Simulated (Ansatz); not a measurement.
How settings move the G0W0 gap of K2S (Fm-3m)

A 3-atom cell of K2S started from a crystallographic database, relaxed with r2SCAN; one-shot G0W0 in Ansatz without spin-orbit coupling. The values are computed, spin-unpolarised, and not measurements.

```
CELL_PARAMETERS angstrom
0.00000 3.70272 3.70272
3.70272 0.00000 3.70272
3.70272 3.70272 0.00000
ATOMIC_POSITIONS crystal
K 0.25000 0.25000 0.25000
K 0.75000 0.75000 0.75000
S 0.00000 0.00000 0.00000
```

Gaps are read over the mesh points alone. G0W0 values are finite-basis, finite-mesh values.
```
 start       potentials      frequency model   mesh  empty bands  screening cutoff (eV)  Kohn-Sham gap (eV)  G0W0 gap (eV)
   PBE              PAW  contour deformation  4×4×4          230                    100                2.38           3.84
   PBE              PAW  contour deformation  4×4×4          556                    180                2.38           3.96
   PBE              PAW  contour deformation  4×4×4         1080                    260                2.38           4.00
 HSE06              PAW  contour deformation  4×4×4          556                    180                3.31           4.53
r2SCAN              PAW  contour deformation  4×4×4          556                    180                2.75           4.21
  PBE0              PAW  contour deformation  4×4×4          556                    180                4.01           4.79
   PBE              PAW     Godby-Needs pole  4×4×4          556                    180                2.38           4.01
   PBE              PAW  contour deformation  6×6×6          164                     80                2.38           3.77
   PBE  norm-conserving  contour deformation  4×4×4          556                    180                2.38           3.95
```

The quasiparticle gap on this mesh is 4.00 eV (X to Γ), against 2.38 eV from PBE: +1.62 eV. Renormalisation factors Z lie between 0.74 and 0.82.

Raising bands and cutoff together moves the gap by +0.12 eV (100 to 180 eV), then +0.04 eV (180 to 260 eV); the last step is still large, so the basis limit isn't reached. Starting from HSE06 (3.31 eV against PBE's 2.38 eV) gives 4.53 eV, +0.57 eV from G0W0@PBE at the same screening cutoff. Starting from r2SCAN (2.75 eV against PBE's 2.38 eV) gives 4.21 eV, +0.25 eV from G0W0@PBE at the same screening cutoff. Starting from PBE0 (4.01 eV against PBE's 2.38 eV) gives 4.79 eV, +0.83 eV from G0W0@PBE at the same screening cutoff. The Godby-Needs plasmon pole differs from contour deformation by +0.05 eV. Norm-conserving potentials (wave cutoff 850 eV against 420 eV) shift the quasiparticle gap by -0.01 eV and the PBE gap by 0.00 eV. r2SCAN runs take a wave cutoff of 500 eV.
